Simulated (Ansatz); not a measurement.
Crystal: V.

```xyz
2
Lattice="2.6043 0.0000 0.0000 -1.3021 2.2554 0.0000 0.0000 0.0000 4.7233" Properties=species:S:1:pos:R:3 pbc="T T T"
V     0.0000    1.5036    1.1808
V     1.3021    0.7518    3.5425
```

This isn't the form of V at room conditions, which is bcc.

Base run:

| Property | Result |
| --- | --- |
| Program | Ansatz 0.2.0 |
| Functional | PBEsol |
| Potentials or basis | all-electron LAPW, scalar-relativistic |
| Cutoff | 262 eV (chosen from the basis error) |
| Basis error allowed | 0.001 eV/atom |
| k mesh | 12 × 12 × 6 |
| Occupations | fermi-dirac, width 0.05 eV |
| Spin | collinear spin, ferromagnetic start |
| Starting moments | [2.0, 2.0] μB |

Its results: pressure -7.2 GPa; net moment 0.00 μB per cell.

Task: The run is repeated on the same cell with these changes: functional from PBEsol to PBE. What comes out?

Result: Pressure -0.6 GPa; net moment 0.00 μB per cell.

PBE binds less tightly than PBEsol, so the same cell stands under more pressure.

Caveats: the starting moments weren't kept.
